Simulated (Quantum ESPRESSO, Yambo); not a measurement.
# KI (Fm-3m): G0W0 on several meshes in Yambo, part 2 of 2

Wanted: mesh dependence and cost of G0W0 for KI (Fm-3m).

Quantum ESPRESSO 7.5 and Yambo 5.3.0; PBE and many-body steps on it, plane waves. Known limits of the many-body steps: not at the basis limit; no spin-orbit coupling; coarse k mesh.

So far. Step 4 (4×4×4): The gap on the mesh goes from 3.97 eV to 6.05 eV, a correction of +2.08 eV. Step 5 (Empty states on the mesh, 2×2×2 mesh, 167 bands): On this mesh the gap is 3.968 eV.

### 6. Conversion and set-up

This step: Yambo 5.3.0; conversion and set-up on PBE, plane waves, norm-conserving pseudopotentials.

Run with:

```bash
> (cd o/x.save; p2y > p2y.log; mv SAVE ../..); yambo > setup.log
```

Log:

```text
 Yambo, version 5.3.0

 [02] CORE Variables Setup
 =========================

  [02.01] Unit cells
  ==================

  Cell kind             :  FCC
  Atoms in the cell     :  K  I
  number of K  atoms    :  1
  number of I  atoms    :  1

  List of atomic masses
  Mass of K     :  39.09800
  Mass of I     :  126.9000

  List of atomic coordinates    : [cc]
  K1       :  0.000000  0.000000  0.000000  order 1
  I1       :  6.675977  6.675977  6.675977  order 2

  Alat factors          :  6.675977  6.675977  6.675977 [a.u.]
  Direct lattice volume :  595.0789 [a.u.]
[...]
0.000000  0.000000  0.000000  0.000000  0.000000  0.000000  0.000000  0.000000

 [03] Transferred momenta grid and indexing
 ==========================================

 IBZ Q-points                                      :  3
 BZ  Q-points                                      :   8

 K/Q-points units:
 rlu = crystal or reduced units; cc = cartesian coordinates; iku = interal k-units

 Q [1]          [rlu]:  0.000000  0.000000  0.000000
 Q [2]          [rlu]:  0.13369E-17  0.13369E-17 -0.50000
 Q [3]          [rlu]: -0.40852E-17 -0.50000     -0.50000

  [03.01] X indexes
  =================

   [03.01.01] Sigma indexes
   ========================

 [06] Game Over & Game summary
```

It took 4.8 s on 1 MPI rank of Intel Xeon Platinum 8259CL at 2.50GHz (Skylake/Cascade Lake), shared host; peak memory 0.26 GiB.

### 7. 2×2×2

This step: G0W0 on PBE, plane waves, norm-conserving pseudopotentials.

gw11.in reads:

```
HF_and_locXC
gw0
dyson
ppa
em1d
rim_cut
RandQpts= 1000000
RandGvec= 1 RL
EXXRLvcs= 76 Ry
VXCRLvcs= 304 Ry
Chimod= "HARTREE"
% BndsRnXp
 1 | 167 |
%
NGsBlkXp= 11.5 Ry
% LongDrXp
 1 | 1 | 1 |
%
% GbndRnge
 1 | 167 |
%
DysSolver= "n"
ExtendOut
PPAPntXp= 27.21138 eV
% QPkrange
 1 | 1 | 16 | 19 |
%
```

Run with:

```bash
> OMP_NUM_THREADS=1 mpirun -n 4 yambo -F gw11.in -J gw11 -C gw11 > gw11.log
```

Log:

```text
 Yambo, version 5.3.0

 [02] CORE Variables Setup
 =========================

  [... cell, symmetries and grids as in the set-up ...]

  [02.05] Energies & Occupations
  ==============================

  [X] === General ===
  [X] Electronic Temperature                        :  0.000000  0.000000 [eV K]
  [X] Bosonic    Temperature                        :  0.000000  0.000000 [eV K]
  [X] Finite Temperature mode                       : no
  [X] El. density                                   :  0.38557E+24 [cm-3]
  [X] Fermi Level                                   :  2.834744 [eV]

  [X] === Gaps and Widths ===
  [X] Conduction Band Min                           :  3.967596 [eV]
  [X] Valence Band Max                              :  0.000000 [eV]
  [X] Filled Bands                                  :  17
  [X] Empty Bands                                   :   18  167
  [X] Direct Gap                                    :  3.967596 [eV]
  [X] Direct Gap localized at k                     :  1
  [X] Indirect Gap                                  :  3.967596 [eV]
  [X] Indirect Gap between kpts                     :  1  1
  [X] Last valence band width                       :  0.364385 [eV]
  [X] 1st conduction band width                     :  1.570386 [eV]

 [03] Transferred momenta grid and indexing
 ==========================================

 IBZ Q-points                                      :  3
 BZ  Q-points                                      :   8

 K/Q-points units:
 rlu = crystal or reduced units; cc = cartesian coordinates; iku = interal k-units

 Q [1]          [rlu]:  0.000000  0.000000  0.000000
 Q [2]          [rlu]:  0.13369E-17  0.13369E-17 -0.50000
 Q [3]          [rlu]: -0.40852E-17 -0.50000     -0.50000

 [04] Coloumb potential Random Integration (RIM)
[...]
================================================

 [VXC] Plane waves :   53377
 [EXS] Plane waves :   6735

 QP @ state[ 1 ] K range:  1  1
 QP @ state[ 1 ] b range:  16  19

 [xc] Functional : Perdew, Burke & Ernzerhof(X)+Perdew, Burke & Ernzerhof(C)
 [xc] LIBXC used to calculate xc functional
  PP Number of Atomic Species                      :  2
  NLCC RL compoments                               :   53377
  PP Number of Atomic Species                      :  2
  NLCC RL compoments                               :   53377

 [xc] E_xc :  -26.23998 [Ha]
      E_xc :  -52.47996 [Ry]

  Local XC kind (lXC) : Perdew, Burke & Ernzerhof(X)+Perdew, Burke & Ernzerhof(C)
  Non-Local XC kind (nlXC) : Hartree-Fock

  Corrections @ K [1] :  [eV]
 <16|nlXC|16> = -16.14627  0.14892E-16 <16|lXC|16> = -13.20339  0.000000
 <17|nlXC|17> = -16.14627  0.92073E-17 <17|lXC|17> = -13.20339 -0.75527E-15
 <18|nlXC|18> = -3.417237 -0.35110E-18 <18|lXC|18> = -7.117001  0.000000
 <19|nlXC|19> = -3.557194 -0.40937E-17 <19|lXC|19> = -7.940139  0.000000

 [08] Dyson equation: Newton solver
 ==================================

  [08.01] G0W0 (W PPA)
  ====================

  [  GW  ] Bands range     :    1  167
  [GW/PPA] G damping       :  0.100000 [eV]

  QP @ state[ 1 ] K range:  1  1
  QP @ state[ 1 ] b range:  16  19

   Sc/G bands                                       :    1  167
   Sc/G damping                                     :  0.100000 ev
   Sc bands terminator                              : no
   Sx RL components                                 :   6735

   QP @ state[ 1 ] K range                          :  1  1
   QP @ state[ 1 ] b range                          :  16  19
   GF energies kind                                 : Perdew, Burke & Ernzerhof(X)+Perdew, Burke & Ernzerhof(C)
   GF WF`s kind                                     : Perdew, Burke & Ernzerhof(X)+Perdew, Burke & Ernzerhof(C)
   Xs energies kind                                 : Perdew, Burke & Ernzerhof(X)+Perdew, Burke & Ernzerhof(C)
   Xs WF`s kind                                     : Perdew, Burke & Ernzerhof(X)+Perdew, Burke & Ernzerhof(C)

 [11] Game Over & Game summary
```

Wall time 51 s (4 MPI ranks); peak memory 1.6 GiB; 3.3 min of CPU time.

This step gave:

```yaml
g0w0_gap_on_the_points_computed: 5.904 eV
starting_gap_on_the_mesh: 3.968 eV
k_of_the_valence_top: 0, 0, 0
k_of_the_conduction_bottom: 0, 0, 0
least_direct_g0w0_gap_on_the_computed_points: 5.904 eV
z_at_the_valence_top: 0.8259
z_at_the_conduction_bottom: 0.8577
```

Against G0W0 in Yambo (4×4×4 mesh, 167 bands, screening to 156.5 eV, Godby-Needs plasmon pole), the gap moves by −0.147 eV.

### 8. Side by side

Times are wall times on 4 MPI ranks of Intel Xeon Platinum 8259CL at 2.50GHz (Skylake/Cascade Lake), shared host, good to a factor of about two.

```tsv
run	mesh	bands	screening cutoff (eV)	DFT gap (eV)	gap on the mesh (eV)	direct (eV)	time
4×4×4	4×4×4	167	156.5	3.968	6.052	6.052	12 min
2×2×2	2×2×2	167	156.5	3.968	5.904	5.904	51 s
```

### 9. Summary of results

| Property | Result |
| --- | --- |
| 4×4×4 | 6.052 eV |
| 2×2×2 | 5.904 eV |
| known limits | not at the basis limit; no spin-orbit coupling; coarse k mesh |

2×2×2: −0.147 eV against 4×4×4. Bands and cutoff are finite, so the gap is not at the basis limit. The miss can reach some tenths of an eV and take either sign; the mesh is an error of its own. In the G0W0 runs levels were corrected at 1 k point alone, so a gap called «on the mesh» is the least over those, and an edge elsewhere would be missed. The many-body steps are scalar-relativistic: spin-orbit coupling is not in them.

[Paths, hosts, dates, memory and timing lines, banners, echoed tables and standing remarks are left out of the program output.]

[Logs are printed without paths, hosts, clocks, repeated set-up lines and the standing remarks that a program may print on its own settings, such as how far it seeks lower states.]

[Runs of the session that timed out or met a known fault of the program may be left out.]

[Hosts, paths, dates, database ids (printed as entryN), source tags and the programs' standing remarks are cut or masked in the printed files.]
